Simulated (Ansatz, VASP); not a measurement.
**HfO2 in VASP and in Ansatz**

```
Hf O
1.0
     0.00000    2.35290    2.76210
     2.35290    0.00000    2.76210
     2.35290    2.35290    0.00000
Hf O
1 2
Direct
  0.00000 0.00000 0.00000
  0.25000 0.25000 0.25000
  0.75000 0.75000 0.75000
```

Change from the starting cell: strain -0.080 along x and y, +0.080 along z, atoms carried along.

Alike in both runs: task single point; functional PBE; k mesh 8 × 8 × 8; occupations gaussian, width 0.05 eV; no spin polarisation.

|  | VASP | Ansatz |
| --- | --- | --- |
| version | VASP 6.6.1 | Ansatz 0.2.0 |
| potentials or method | VASP PAW PBE potentials, release 64 (Hf_pv, O) | scalar-relativistic, plane waves, PAW |
| plane-wave cutoff (eV) | 520 | 420 |
| valence electrons in the cell | 22 | 38 |

```tsv
	VASP	Ansatz	Ansatz less VASP
gap on the k mesh at the Fermi level (eV)	1.34	1.33	-0.008
least direct gap on the mesh (eV)	1.96	1.95	-0.007
pressure (GPa)	19.6	23.8	+4.19
largest component of the traceless stress (GPa)	56.55	55.46	-1.085
```

With one functional, cell and mesh, what is left measures potentials, basis and numerics. The two sets of potentials don't hold the same shells in valence.

Caveats: so large a pressure means that the cell lies far from this level's equilibrium, or that cutoff or potentials fall short (VASP); spin-orbit coupling is left out, which moves the levels of the heavy elements. A k mesh can miss the band edges.
